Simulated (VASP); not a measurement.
# BaTiO3 (P4mm) in VASP: settings compared

Aim: see how the results for BaTiO3 move with the level of theory and the settings. Levels: AM05, PBE. Tasks: relaxation of cell and atoms.

All numbers are computed with VASP 6.6.1; they aren't measurements. Logs are shortened: lines on timing, memory, paths and dates and some standing lists are left out, and cuts for length are marked.

### Step 1. The crystal as given

It takes space group P4mm (No. 99, tetragonal). The conventional cell has a = 3.966 Å, b = 3.966 Å, c = 4.104 Å, α = 90.00°, β = 90.00°, γ = 90.00°. Ba (site symmetry 4mm) is surrounded by 12 O at 2.79 to 2.92 Å. Ti (site symmetry 4mm) is surrounded by 5 O at 1.82 to 1.99 Å. O (site symmetry 4mm) is surrounded by 1 Ti at 1.82 Å. O (site symmetry 2mm) is surrounded by 2 Ti at 1.99 Å.

### Step 2. Relaxation of cell and atoms, AM05

INCAR reads:

```
SYSTEM = BaTiO3
  PREC = Accurate
  ENCUT = 600
  EDIFF = 1E-7
  ISMEAR = 0
  SIGMA = 0.03
  LREAL = .False.
  LASPH = .True.
  NELM = 80
  ALGO = Normal
  ISIF = 3
  LWAVE = .False.
  LCHARG = .False.
  GGA = AM
  IBRION = 2
  NSW = 90
  EDIFFG = -0.005
  KPAR = 2
```

KPOINTS reads:

```
Automatic mesh
0
Gamma
  8 8 8
  0 0 0
```

POSCAR reads:

```
BaTiO3                                  
1.0
    3.9657743742      0.0000000000      0.0000000000
    0.0000000000      3.9657743742      0.0000000000
    0.0000000000     -0.0000000000      4.1041278298
  Ba              Ti              O             
     1     1     3
Direct
     1.0000000000000000    0.0000000000000000    0.9958508433325418
     0.5000000000000000    0.5000000000000000    0.4779521302608947
     0.5000000000000000    0.5000000000000000    0.0336893239784701
     0.5000000000000000    0.0000000000000000    0.5177538512140500
     1.0000000000000000    0.5000000000000000    0.5177538512140500
```

Potentials or basis: VASP PAW PBE potentials, release 64 (Ba_sv, Ti_sv, O).

Command:

```
$ cat potpaw_PBE.64/Ba_sv/POTCAR potpaw_PBE.64/Ti_sv/POTCAR potpaw_PBE.64/O/POTCAR > POTCAR
$ mpirun -np 2 vasp_std > vasp.out
```

OUTCAR:

```text
SYSTEM = BaTiO3
   PREC = Accurate
   ENCUT = 600
   EDIFF = 1E-7
   ISMEAR = 0
   LREAL = .False.
   LASPH = .True.
   NELM = 80
   ISIF = 3
   GGA = AM
   IBRION = 2
   NSW = 90
   EDIFFG = -0.005

 ion  position               nearest neighbor table
   1  0.000  0.000  0.996-   4 2.79   5 2.79   5 2.79   4 2.79   3 2.81   3 2.81   3 2.81   3 2.81
                             4 2.92   5 2.92   5 2.92   4 2.92   2 3.43   2 3.43   2 3.43   2 3.43
   2  0.500  0.500  0.478-   3 1.82   4 1.99   5 1.99   4 1.99   5 1.99   3 2.28   1 3.43   1 3.43
                             1 3.43   1 3.43   1 3.52   1 3.52   1 3.52   1 3.52
   3  0.500  0.500  0.034-   2 1.82   2 2.28   1 2.81   1 2.81   1 2.81   1 2.81
   4  0.500  0.000  0.518-   2 1.99   2 1.99   1 2.79   1 2.79   1 2.92   1 2.92
   5  0.000  0.500  0.518-   2 1.99   2 1.99   1 2.79   1 2.79   1 2.92   1 2.92

  LATTYP: Found a simple tetragonal cell.
 ALAT       =     3.9657743742
 C/A-ratio  =     1.0348868701

  Lattice vectors:

 A1 = (   3.9657743742,   0.0000000000,   0.0000000000)
 A2 = (   0.0000000000,   3.9657743742,   0.0000000000)
 A3 = (   0.0000000000,   0.0000000000,   4.1041278298)

Analysis of symmetry for initial positions (statically):
=====================================================================
 Subroutine PRICEL returns:
 Original cell was already a primitive cell.

 Routine SETGRP: Setting up the symmetry group for a
 simple tetragonal supercell.

 Subroutine GETGRP returns: Found  8 space group operations
 (whereof  8 operations were pure point group operations)
 out of a pool of 16 trial point group operations.

The static configuration has the point symmetry C_4v.

Analysis of symmetry for dynamics (positions and initial velocities):
=====================================================================
 Subroutine PRICEL returns:
 Original cell was already a primitive cell.

 Routine SETGRP: Setting up the symmetry group for a
 simple tetragonal supercell.

 Subroutine GETGRP returns: Found  8 space group operations
 (whereof  8 operations were pure point group operations)
 out of a pool of 16 trial point group operations.

The dynamic configuration has the point symmetry C_4v.

 Subroutine INISYM returns: Found  8 space group operations
 (whereof  8 operations are pure point group operations),
 and found     1 'primitive' translations

----------------------------------------------------------------------------------------

                                     Primitive cell

  volume of cell :      64.5471

  direct lattice vectors                    reciprocal lattice vectors
     3.965774374  0.000000000  0.000000000     0.252157563  0.000000000  0.000000000
     0.000000000  3.965774374  0.000000000     0.000000000  0.252157563  0.000000000
     0.000000000  0.000000000  4.104127830     0.000000000  0.000000000  0.243657128

  length of vectors
     3.965774374  3.965774374  4.104127830     0.252157563  0.252157563  0.243657128

  position of ions in fractional coordinates (direct lattice)
     0.000000000  0.000000000  0.995850843
     0.500000000  0.500000000  0.477952130
     0.500000000  0.500000000  0.033689324
     0.500000000  0.000000000  0.517753851
     0.000000000  0.500000000  0.517753851

  ion indices of the primitive-cell ions
   primitive index   ion index
                 1           1
                 2           2
                 3           3
                 4           4
                 5           5

----------------------------------------------------------------------------------------

 KPOINTS: Automatic mesh

Automatic generation of k-mesh.
 Grid dimensions read from file:
 generate k-points for:    8    8    8

 Generating k-lattice:

  Cartesian coordinates                     Fractional coordinates (reciprocal lattice)
     0.031519695  0.000000000  0.000000000     0.125000000  0.000000000  0.000000000
     0.000000000  0.031519695  0.000000000     0.000000000  0.125000000  0.000000000
     0.000000000  0.000000000  0.030457141     0.000000000  0.000000000  0.125000000

  Length of vectors
     0.031519695  0.031519695  0.030457141

  Shift w.r.t. Gamma in fractional coordinates (k-lattice)
     0.000000000  0.000000000  0.000000000

 Subroutine IBZKPT returns following result:
 ===========================================

 Found     75 irreducible k-points:

 Following reciprocal coordinates:
            Coordinates               Weight
  0.000000  0.000000  0.000000      1.000000
  0.125000  0.000000  0.000000      4.000000
  0.250000  0.000000  0.000000      4.000000
  0.375000  0.000000  0.000000      4.000000
  0.500000  0.000000  0.000000      2.000000
  0.125000  0.125000  0.000000      4.000000
[... 16 lines left out ...]
  0.375000  0.125000  0.125000     16.000000
  0.500000  0.125000  0.125000      8.000000
 [... further k-points ...]
   k-points           NKPTS =     75   k-points in BZ     NKDIM =     75   number of bands    NBANDS=     24
   number of dos      NEDOS =    301   number of ions     NIONS =      5
   total plane-waves  NPLWV =  36864
   dimension x,y,z NGX =    32 NGY =   32 NGZ =   36
   dimension x,y,z NGXF=    64 NGYF=   64 NGZF=   72
   ions per type =               1   1   3
   NGX,Y,Z   is equivalent  to a cutoff of  13.41, 13.41, 14.58 a.u.
   NGXF,Y,Z  is equivalent  to a cutoff of  26.83, 26.83, 29.17 a.u.
 SYSTEM =  BaTiO3
   PREC   = accura    normal or accurate (medium, high low for compatibility)
   ISTART =      0    job   : 0-new  1-cont  2-samecut
   ICHARG =      2    charge: 1-file 2-atom 10-const
   ISPIN  =      1    spin polarized calculation?
   LNONCOLLINEAR =      F non collinear calculations
   LSORBIT =      F    spin-orbit coupling
   LASPH  =      T    aspherical Exc in radial PAW
   ENCUT  =  600.0 eV  44.10 Ry    6.64 a.u.   7.92  7.92  8.20*2*pi/ulx,y,z
   NELM   =     80;   NELMIN=  2; NELMDL= -5     # of ELM steps
   EDIFF  = 0.1E-06   stopping-criterion for ELM
   LREAL  =      F    real-space projection
   EDIFFG = -.5E-02   stopping-criterion for IOM
   NSW    =     90    number of steps for IOM
   IBRION =      2    ionic relax: 0-MD 1-quasi-New 2-CG
   NFREE  =      1    steps in history (QN), initial steepest desc. (CG)
   ISIF   =      3    stress and relaxation
   ISYM   =      2    0-nonsym 1-usesym 2-fastsym
   POTIM  = 0.5000    time-step for ionic-motion
   TEBEG  =    0.0;   TEEND  =   0.0 temperature during run
   PSTRESS=    0.0 pullay stress
   NELECT =      40.0000    total number of electrons
   NUPDOWN=      -1.0000    fix difference up-down
   EMIN   =  10.00;   EMAX   =-10.00  energy-range for DOS
   EFERMI =   0.00;   METHOD = LEGACY
   ISMEAR =     0;   SIGMA  =   0.03  broadening in eV -4-tet -1-fermi 0-gaus
   EFERMI_NEDOS =   21; number of points for ismear=-14 and -15
   IALGO  =     38    algorithm
   IMIX   =      4    mixing-type and parameters
     AMIX     =   0.40;   BMIX     =  1.00
     AMIX_MAG =   1.60;   BMIX_MAG =  1.00
  volume/ion in A,a.u.               =      12.91        87.12
  Fermi-wavevector in a.u.,A,eV,Ry     =   1.395734  2.637554 26.505133  1.948072
  Thomas-Fermi vector in A             =   2.519157
   LORBIT       =      0    0 simple, 1 ext, 2 COOP (PROOUT), +10 PAW based schemes
   GGA     = AM    functional components
   LHFCALC =     F    Hartree Fock is set to
   AEXX    =    0.0000 exact exchange contribution
   IVDW    =     0    specifies the selected vdW correction
   LEPSILON=     F    determine dielectric tensor
   LRPA    =     F    only Hartree local field effects (RPA)
 conjugate gradient relaxation of ions
 non-spin polarized calculation
 Gauss-broadening in eV      SIGMA  =   0.03
  energy-cutoff  :      600.00
  volume of cell :       64.55
 maximum number of plane-waves:      2208
 NGX is ok and might be reduce to    32
   NGX = 15   NGY = 15   NGZ = 17

--------------------------------------- Ionic step        1  -------------------------------------------

 number of electron      39.9999986 magnetization

 Free energy of the ion-electron system (eV)
  ---------------------------------------------------
  ext. energy  EPLUGINS =         0.00000000
  ---------------------------------------------------
  free energy    TOTEN  =       -40.80463959 eV

  energy without entropy =      -40.80463959  energy(sigma->0) =      -40.80463959

------------------------ aborting loop because EDIFF is reached ----------------------------------------

  FORCE on cell =-STRESS in cart. coord.  units (eV):
  Direction    XX          YY          ZZ          XY          YZ          ZX
  --------------------------------------------------------------------------------------
  -------------------------------------------------------------------------------------
  Total        0.0329449      0.0329449      0.0359711      0.0000000      0.0000000      0.0000000
  in kB        0.8177516      0.8177516      0.8928685      0.0000000      0.0000000      0.0000000
  external PRESSURE =       0.8427905 kB  Pullay stress =       0.0000000 kB
[... 102 lines left out ...]
  energy  without entropy=      -40.8046486414  energy(sigma->0) =      -40.80464864

--------------------------------------- Ionic step        4  -------------------------------------------

 number of electron      39.9999986 magnetization

 Free energy of the ion-electron system (eV)
  ---------------------------------------------------
  ext. energy  EPLUGINS =         0.00000000
  ---------------------------------------------------
  free energy    TOTEN  =       -40.80465064 eV

  energy without entropy =      -40.80465064  energy(sigma->0) =      -40.80465064

 E-fermi :   4.1083     XC(G=0): -11.3522

 val. band max:        3.8445026149   @ k =   0.5000   0.5000   0.5000
 cond. band min:       5.6120148897   @ k =   0.0000   0.0000   0.0000
 fundamental gap:      1.7675122748
 Fermi energy:         4.1082967929

 k-point     1 :       0.0000    0.0000    0.0000
  band No.  band energies     occupation
      1     -52.3525      2.00000
      2     -28.8545      2.00000
      3     -28.7484      2.00000
      4     -28.7484      2.00000
      5     -21.1691      2.00000
      6     -13.0483      2.00000
[... 637 lines left out ...]
     23       7.4779      0.00000
     24       8.5796      0.00000

 [... further k-points ...]

------------------------ aborting loop because EDIFF is reached ----------------------------------------

  FORCE on cell =-STRESS in cart. coord.  units (eV):
  Direction    XX          YY          ZZ          XY          YZ          ZX
  --------------------------------------------------------------------------------------
  -------------------------------------------------------------------------------------
  Total       -0.0044183     -0.0044183      0.0048872      0.0000000      0.0000000      0.0000000
  in kB       -0.1096111     -0.1096111      0.1212434      0.0000000      0.0000000      0.0000000
  external PRESSURE =      -0.0326596 kB  Pullay stress =       0.0000000 kB
[... 20 lines left out ...]
  FREE ENERGIE OF THE ION-ELECTRON SYSTEM (eV)
  ---------------------------------------------------
  free  energy   TOTEN  =       -40.8046506395 eV

  energy  without entropy=      -40.8046506395  energy(sigma->0) =      -40.80465064

 reached required accuracy - stopping structural energy minimisation
```

Wall time 2 min (2 MPI ranks of Intel Xeon 6975P-C (Granite Rapids), shared host); peak memory 0.28 GiB.

Results:

```yaml
Free_energy: -40.8047 eV
Relaxed_volume: 12.92 Å³/atom
Relaxed_cell: a = 3.966 Å, b = 3.966 Å, c = 4.105 Å, α = 90.00°, β = 90.00°, γ = 90.00°
Space_group_after_relaxing_to_0.05_Å: P4mm (No. 99)
Energy_gained_by_relaxing: 0.0 meV/atom
Ionic_steps: 4
Pressure_after_relaxing: 0.0 GPa
Band_gap_on_the_k_mesh: 1.77 eV, indirect (least direct gap 2.26 eV)
```

Forces on the atoms (eV/Å):
```
Ba   0.000  0.000  0.002
Ti   0.000  0.000 -0.001
O    0.000  0.000  0.001
O    0.000  0.000 -0.001
O    0.000  0.000 -0.001
```

Final structure:
```
Ba Ti O
1.0
     3.96646    0.00000    0.00000
     0.00000    3.96646    0.00000
     0.00000    0.00000    4.10496
Ba Ti O
1 1 3
Direct
  0.00000 0.00000 0.99594
  0.50000 0.50000 0.47788
  0.50000 0.50000 0.03370
  0.50000 0.00000 0.51774
  0.00000 0.50000 0.51774
```

Levels at points of the mesh, in eV from the valence-band top:
| k point | band 16 | band 17 | band 18 | band 19 | band 20 | band 21 | band 22 | band 23 | band 24 |
| --- | --- | --- | --- | --- | --- | --- | --- | --- | --- |
| (0.00, 0.00, 0.00) | -1.58 | -1.30 | -0.69 | -0.49 | -0.49 | 1.77 | 2.27 | 2.27 | 4.14 |
| (0.50, 0.00, 0.00) | -2.05 | -1.98 | -1.75 | -1.38 | -1.16 | 2.38 | 3.53 | 3.61 | 4.19 |
| (0.50, 0.50, 0.00) | -2.99 | -1.94 | -1.11 | -1.11 | -0.07 | 3.65 | 3.65 | 4.00 | 4.45 |
| (0.00, 0.00, 0.50) | -2.13 | -2.07 | -2.06 | -0.74 | -0.74 | 1.91 | 3.53 | 3.53 | 4.13 |
| (0.50, 0.00, 0.50) | -2.75 | -1.82 | -1.08 | -1.03 | -0.41 | 3.55 | 3.57 | 3.87 | 4.96 |
| (0.50, 0.50, 0.50) | -2.58 | -2.58 | -0.33 | -0.33 | 0.00 | 4.13 | 4.13 | 4.21 | 6.22 |

Caveat: the PAW data sets were made with another functional, which shifts forces and pressure a little; spin-orbit coupling is left out, which moves the levels of the heavy elements.

(Continued in part 2 of 2.)
